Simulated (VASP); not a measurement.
Set up this calculation in VASP 6.6.1, as the native input.

```
Task                   : relaxation of the atoms
Functional             : PBEsol
Potentials or basis    : VASP PAW PBE potentials, release 64 (Ca_sv, F)
Cutoff                 : 600 eV
k mesh                 : 8 × 8 × 8
Occupations            : gaussian, width 0.03 eV
Spin                   : no spin polarisation
Further INCAR settings : ALGO = Fast; EDIFF = 1e-07; IBRION = 2; EDIFFG = -0.01; NSW = 40
```

The structure of CaF2 (Fluorite) lies in POSCAR:

```
CaF2                                    
1.0
    0.0000000000      2.7123156406      2.7123156406
    2.7123156406      0.0000000000      2.7123156406
    2.7123156406      2.7123156406      0.0000000000
  Ca              F             
     1     2
Direct
     0.0000000000000000    0.0000000000000000    0.0000000000000000
     0.2500000000000000    0.2500000000000000    0.2500000000000000
     0.7500000000000000    0.7500000000000000    0.7500000000000000
```

One way to write it, as run:

INCAR

```
  PREC = Accurate
  ENCUT = 600
  EDIFF = 1E-7
  ISMEAR = 0
  SIGMA = 0.03
  LREAL = False
  LASPH = True
  NELM = 80
  ALGO = Fast
  ISIF = 2
  LWAVE = False
  LCHARG = False
  GGA = PS
  IBRION = 2
  NSW = 40
  EDIFFG = -0.01
```

KPOINTS

```
regular mesh
0
Gamma
  8 8 8
```

Potentials or basis: VASP PAW PBE potentials, release 64 (Ca_sv, F).

Launch:

```console
$ cat potpaw_PBE.64/Ca_sv/POTCAR potpaw_PBE.64/F/POTCAR > POTCAR
$ mpirun -np 1 vasp_std > vasp.out
```

It gave:

```json
{"Pressure after relaxing": "0.0 GPa", "Band gap on the k mesh": "7.21 eV, indirect (least direct gap 7.48 eV)"}
```

Caveat: the relaxation stopped at its first step, so nothing moved; the PAW data sets were made with another functional, which shifts forces and pressure a little.

Run time: 19 s on 1 thread of Intel(R) Xeon(R) 6975P-C (Granite Rapids), with other jobs on the host, peak memory 0.18 GiB.
